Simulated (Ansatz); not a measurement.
A plane-wave DFT run in Ansatz 0.2.0 (scalar-relativistic PAW potentials unless the input names others): input and command.

```yaml
crystal:
  lattice:
    - [2.7247891234, 0.0, -0.2043591843]
    - [-1.3623945617, 2.3597366008, 0.1021795921]
    - [-0.3288632023, 0.0, 4.3848426969]
  atoms:
    - { symbol: Rh, position: [0.6666666667, 0.3333333333, 0.75] }
    - { symbol: Rh, position: [0.3333333333, 0.6666666667, 0.25] }
kpoints:
  mp_grid: { grid: [24, 24, 14] }
hamiltonian:
  xc: pbe
scf:
  occupations: { method: gaussian, width: 0.15 }
output:
  forces: true
  eigenvalues: true
  stress: true
```

```bash
ansatz run input.yaml --threads 1 --pin off --max-ram 2560MiB --backend cpu --events-out ev --progress --plain --runs-dir out
```

Abridged log:
```
Pseudopotentials: kind: paw
Pseudopotential: Rh, paw, valence charge 17, recommended cutoff 420 eV (normal)
Functional definition: PBE
Crystal: 2 atoms, lattice volume = 28.035 Å³
Basis set: ecut = 420 eV, 551 PW (Γ), exchange–correlation on 40×40×60 points (8 copies of the dense FFT grid, shifted against one another)
Bands: 21, of which v1, the nominal top of the filled ones, is band 17 counted from 1 (16 counted from 0)
Symmetry: 4 space group operations
Space group: C2/c (ITA 15), of the structure as read, at distance tolerance 3.0e-5 Å
k-points: 2114 of 8064
Initial density: superposition of atomic densities (neutral atoms: chi_scale 0, normalization atom), corrected by the library's trained network
Initial wavefunctions: pseudopotential atomic-orbital guess
Functional: x = pbe(κ = 0.804, μ = 0.21951497), c = pbe(β = 0.06672455)
SCF iter   1: F=—  HF=-12805.570173 eV  |F-HF|=—  |Δ(HF+E_count)|=         —  Δρ=1.04e-2  dr2=6.23e-3  ethr=1.77e-3  ⟨swp⟩=4.6  Hψ=166634  notcnv=0
SCF iter   2: F=—  HF=-12805.571771 eV  |F-HF|=—  |Δ(HF+E_count)|=   1.60e-3  Δρ=4.87e-3  dr2=1.36e-3  ethr=1.83e-5  ⟨swp⟩=2.0  Hψ=77902  notcnv=0
SCF iter   3: F=—  HF=-12805.572104 eV  |F-HF|=—  |Δ(HF+E_count)|=   3.33e-4  Δρ=6.62e-4  dr2=3.93e-5  ethr=4.01e-6  ⟨swp⟩=2.7  Hψ=72999  notcnv=0
SCF iter   4: F=—  HF=-12805.572132 eV  |F-HF|=—  |Δ(HF+E_count)|=   2.86e-5  Δρ=2.33e-4  dr2=8.05e-6  ethr=1.16e-7  ⟨swp⟩=2.5  Hψ=78081  notcnv=0
SCF iter   5: F=—  HF=-12805.572132 eV  |F-HF|=—  |Δ(HF+E_count)|=   6.21e-7  Δρ=3.77e-5  dr2=1.17e-7  ethr=2.37e-8  ⟨swp⟩=2.1  Hψ=64613  notcnv=0
SCF iter   6: F=-12805.572132 eV  HF=-12805.572132 eV  |F-HF|=1.44e-10  |Δ(HF+E_count)|=   9.97e-9  Δρ=6.94e-6  dr2=3.68e-9  ethr=2.94e-10  ⟨swp⟩=4.0  Hψ=145280  notcnv=0
SCF 1 converged in 6 iterations: F = -12805.572132 eV  dr2 = 3.68e-9
SCF converged after 6 iterations
Free energy (F): -12805.572132 eV
Harris-Foulkes:  -12805.572132 eV  (|F-HF|=1.44e-10)
Internal energy: -12805.530954 eV  (E = F + TS)
E sigma→0 (E₀):  -12805.551543 eV
Entropy (-TS):   -0.041177 eV (-20.589 meV/atom)
Fermi energy:    21.936430 eV
--- Forces (eV/Å), atoms counted from 1 ---
  atom   1  Rh     0.00000000    -0.35164663     0.00000000
  atom   2  Rh     0.00000000     0.35164663     0.00000000
--- Stress (GPa, compression-positive) ---
        3.548478       0.000000      11.212343
        0.000000       0.683173       0.000000
       11.212356       0.000000       9.173527
  P = ⅓ Tr σ = 4.4684 GPa (44.684 kbar)
```

Apart from outputs and empty bands, the input differs from a reference run on usual settings in basis.ecutwfc: 420 → not typed. The reference, at the same geometry (not necessarily relaxed), gave pressure 4.47 GPa, largest force 0.352 eV/Å, no gap on the mesh. This run converged in 6 SCF iterations (reference: 6) with an energy at zero smearing within 0.01 meV/atom of the reference's, pressure 4.47 GPa, largest force 0.352 eV/Å, no gap on the mesh.

It took 39 s on 1 thread of Intel(R) Xeon(R) Gold 6455B (Sapphire Rapids), with other jobs on the host, peak memory 1.2 GiB.